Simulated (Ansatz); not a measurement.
ZnS: frozen-core PAW against all-electron methods

```
Zn S
1.0
     3.79825    0.00000    0.00000
    -1.89913    3.28938    0.00000
     0.00000    0.00000    6.21315
Zn S
2 2
Direct
  0.33333 0.66667 0.00000
  0.66667 0.33333 0.50000
  0.33333 0.66667 0.38500
  0.66667 0.33333 0.88500
```

Atoms are numbered in the order listed.

The cell is COD entry 9008878, as deposited and not checked against the literature; nothing was relaxed. It differs from other determinations. The listed cell was then made from it by scaling, straining or moving an atom.

Levels of theory: DFT, PBE, PAW with Ansatz's default frozen-core files, scalar-relativistic (Ansatz 0.2.0); DFT, PBE, all-electron LAPW, scalar-relativistic (Ansatz 0.2.0).

For PAW: a Γ-centred 8×8×5 k mesh, Fermi–Dirac smearing of 0.03 eV, cutoff 420 eV, no spin polarisation. LAPW targets a basis error of 1 meV/atom. The Ansatz runs share mesh, smearing and spin set-up. Plane-wave (PAW) pressures include the program's estimate of the Pulay term.

Stress and pressure are positive in compression.

The change that made this cell: volume scaled by 0.99.

PAW results:

```
              quantity     PAW
        pressure (GPa)    3.15
       stress xx (GPa)    3.87
       stress zz (GPa)    1.69
force on Zn1, z (eV/Å)   0.332
 force on S3, z (eV/Å)  -0.332
         band gap (eV)   2.295
```

What does LAPW (all electrons) give for the same quantities?


```csv
quantity,LAPW
pressure (GPa),3.16
stress xx (GPa),3.88
stress zz (GPa),1.71
"force on Zn1, z (eV/Å)",0.332
"force on S3, z (eV/Å)",-0.332
band gap (eV),2.298
```
